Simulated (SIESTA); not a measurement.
Crystal: PbSe (Clausthalite).

```
Pb Se
1.0
     0.00000    3.06065    3.06065
     3.06065    0.00000    3.06065
     3.06065    3.06065    0.00000
Pb Se
1 1
Cartesian
  0.0000 0.0000 0.0000
  3.0606 3.0606 3.0606
```

Base run:

- Program: SIESTA 5.4.2
- Functional: PBE
- Potentials or basis: PseudoDojo 0.4 standard (PBE files)
- Basis: DZDP (energy shift 0.05 Ry)
- Grid cutoff: 500 Ry
- Energy shift: 0.05 Ry
- k mesh: 8 × 8 × 8
- Occupations: fermi-dirac, width 0.05 eV
- Spin: no spin polarisation

Its results: band gap on the k mesh 0.52 eV, direct; pressure -7.5 GPa.

**Question.** The run is repeated on the same cell with these changes: basis from DZDP (energy shift 0.05 Ry) to DZP (energy shift 0.005 Ry); energy shift from 0.05 Ry to 0.005 Ry. What comes out?

**Answer.** Band gap on the k mesh 0.45 eV, direct; pressure 3.9 GPa.

Caveats: semicore shells carry a single zeta, which can move pressures by several GPa and volumes by a few percent; spin-orbit coupling is left out, which as a rule narrows the gap of such compounds by several tenths of an eV; the basis of atomic orbitals isn't converged, which shifts pressures, moduli and gaps.
